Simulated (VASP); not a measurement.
Wanted: the native input for a VASP 6.6.1 run.

```
Task                   : single point
Functional             : PBEsol
Potentials or basis    : VASP PAW PBE potentials, release 64 (Li_sv, H, O)
Cutoff                 : 520 eV
k mesh                 : 8 × 8 × 8
Occupations            : fermi-dirac, width 0.03 eV
Spin                   : no spin polarisation
Dipole correction      : no
Further INCAR settings : ALGO = Fast; EDIFF = 1e-07; NBANDS = 18
```

The structure of LiH3O2 lies in POSCAR:

```
LiH3O2
1.0
   -1.6955153388      2.9799580476      3.0216092450
    1.6955153388     -2.9799580476      3.0216092450
    1.6955153388      2.9799580476     -3.0216092450
Li H O
1 3 2
Direct
   -0.0526975786     -0.0526975786      0.0000000000
    0.5128988563      0.1253065749      0.6124077186
    0.5128988563      0.9004911377      0.3875922814
    0.1885790958      0.6885790958      0.5000000000
    0.9098752722      0.5441603851      0.3657148871
    0.1784454980      0.5441603851      0.6342851129
```

The cell was built by a generator and needn't be a form met in nature.

The input as run:

INCAR

```
ALGO = Fast
EDIFF = 1E-7
ENCUT = 520
GGA = PS
ISIF = 2
ISMEAR = -1
LASPH = True
LCHARG = False
LREAL = False
LWAVE = False
NBANDS = 18
NELM = 100
PREC = Accurate
SIGMA = 0.03
```

KPOINTS

```
k-points
0
Gamma
  8 8 8
```

Potentials or basis: VASP PAW PBE potentials, release 64 (Li_sv, H, O).

The run is started by

```console
$ cat potpaw_PBE.64/Li_sv/POTCAR potpaw_PBE.64/H/POTCAR potpaw_PBE.64/O/POTCAR > POTCAR
$ mpirun -np 1 vasp_std > vasp.out
```

It gave:

| Property | Result |
| --- | --- |
| Largest force | 0.184 eV/Å |
| Band gap on the k mesh | 2.15 eV, indirect (least direct gap 2.58 eV) |

Caveat: the PAW data sets were made with another functional, which shifts forces and pressure a little.

It took 86 s on 1 thread of Intel(R) Xeon(R) 6975P-C (Granite Rapids), on a shared host, peak memory 0.25 GiB.
